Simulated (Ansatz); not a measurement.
Computed with DFT PBE, scalar-relativistic, plane waves, PAW in Ansatz 0.2.0. All cells share a 420 eV cutoff and Γ-centred k meshes spaced about 0.3 Å⁻¹ or finer (0.25 for metals, 2π included). No spin polarisation.

Temperature and zero-point effects are left out.

Two relaxed structures of MgZn4O:

A. Space group P3m1 (No. 156), trigonal, a = 3.007 Å, c = 11.185 Å. Mg is surrounded by 3 O at 2.00 Å, 6 Zn at 2.96–3.14 Å and 6 Mg at 3.01 Å; around Zn on its first site lie 3 O at 2.37 Å, 3 Zn at 2.66 Å, 6 Zn at 3.01 Å and 3 Mg at 3.14 Å; Zn on its second site has 6 Zn at 2.70–2.71 Å and 6 Zn at 3.01 Å; Zn on its third site is surrounded by 6 Zn at 2.66–2.70 Å and 6 Zn at 3.01 Å; around O lie 3 Mg at 2.00 Å, 3 Zn at 2.37 Å, 6 O at 3.01 Å and 1 Zn at 3.40 Å; 1 more site not described.

B. Space group I4/mmm (No. 139), tetragonal, a = 2.880 Å, c = 20.966 Å. Mg is surrounded by 4 O at 2.04 Å, 4 Mg at 2.88 Å and 8 Zn at 3.28 Å; around Zn on its first site lie 1 O at 2.58 Å, 4 Zn at 2.69 Å and 4 Zn at 2.88 Å; Zn on its second site is surrounded by 12 Zn at 2.69–2.88 Å; O has 4 Mg at 2.04 Å and 2 Zn at 2.58 Å.

Question: Which form is favoured at zero pressure, and by what margin per atom?

Answer: B is lower, by 104 meV/atom. A has space group P3m1 (No. 156), 14.6 Å³/atom and no gap on its mesh; B has space group I4/mmm (No. 139), 14.5 Å³/atom and no gap. Counting Mg or Zn atoms around O (for each partner element, those within 1.25 times its shortest distance or 1.15 times the sum of covalent radii, where it is the nearest in units of that sum or under 1.3; a plus sign parts groups by distance over the sum of covalent radii), A has O 3+3 and B has O 4. Both come from trial cells of a structure search, whose lowest cell (P4/nmm, 14.2 Å³/atom) lies 89 meV/atom below the lower of the two.

Trial moments fell under 0.15 μB along the way in P3m1 and I4/mmm; another start might hold them. Cells relaxed within their symmetry can be saddle points. Some candidate types were left out of the draw beforehand, so a known form may be missing.
